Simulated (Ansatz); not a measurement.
**Structure types of Cr compared at 1200 GPa**

Structure types of Cr are relaxed in primitive cells with their symmetry kept at 1200 GPa, first on PAW files, then by LAPW. The enthalpy is E + pV at zero temperature, without zero-point motion. Only the types listed were tried, and differences under about 5 meV/atom are mesh noise. Not among the end structures: fcc, which may lie lower.

Computed with Ansatz 0.2.0; functional PBE, scalar-relativistic. Settings: Fermi–Dirac smearing of 0.1 eV, spin-polarised from start moments Cr 2 μB. Methods: LAPW: all electrons, basis error target 0.5 meV/atom; PAW: frozen-core files, cutoff 420 eV.

k meshes: bcc 25×25×25, hcp 23×23×12, simple hexagonal 24×24×22, sc 22×22×22, beta tin 24×24×24.

Antiferromagnetic order, which Cr and Mn prefer near zero pressure, wasn't tried. The start moments died away, and the runs ended non-magnetic.

Task: Order the types by LAPW enthalpy, lowest first.
A. hcp
B. simple hexagonal
C. sc
D. bcc
E. beta tin

Result: D (0 meV/atom), A (129 meV/atom), B (1198 meV/atom), E (1245 meV/atom), C (2552 meV/atom).

```json
{"start type": "bcc", "ends as": "bcc, Im-3m", "a, b, c (Å)": "2.131, 2.131, 2.131", "V (Å³/atom)": "4.84", "H − H(lowest), LAPW (meV/atom)": "0.0", "same, PAW": "0.0", "moment (μB/atom)": "0.00"}
{"start type": "hcp", "ends as": "hcp, P6_3/mmc", "a, b, c (Å)": "1.893, 1.893, 3.053", "V (Å³/atom)": "4.74", "H − H(lowest), LAPW (meV/atom)": "129.0", "same, PAW": "115.7", "moment (μB/atom)": "0.00"}
{"start type": "simple hexagonal", "ends as": "simple hexagonal, P6/mmm", "a, b, c (Å)": "1.830, 1.830, 1.676", "V (Å³/atom)": "4.86", "H − H(lowest), LAPW (meV/atom)": "1198.3", "same, PAW": "1135.8", "moment (μB/atom)": "0.00"}
{"start type": "sc", "ends as": "sc, Pm-3m", "a, b, c (Å)": "1.706, 1.706, 1.706", "V (Å³/atom)": "4.97", "H − H(lowest), LAPW (meV/atom)": "2551.6", "same, PAW": "2482.0", "moment (μB/atom)": "0.00"}
{"start type": "beta tin", "ends as": "beta tin, I4_1/amd", "a, b, c (Å)": "3.336, 3.336, 1.752", "V (Å³/atom)": "4.87", "H − H(lowest), LAPW (meV/atom)": "1245.0", "same, PAW": "1182.5", "moment (μB/atom)": "0.00"}
```

Task: Split the lead of bcc over hcp into energy and pV.

Result: For hcp less bcc: ΔE = +892.0 meV/atom, and p·ΔV = 1200 GPa × -0.1019 Å³ × 6.242 meV/(GPa·Å³) = -763.0 meV/atom, together 129.0 meV/atom. bcc wins by its internal energy, though it is the less dense.

Task: Would hcp gain on bcc at higher pressure?

Result: Yes: dH/dp = V, and its volume is smaller by 0.10 Å³/atom. Held constant, that would close the gap after about 200 GPa more, a rough figure, since the volume difference changes with pressure.
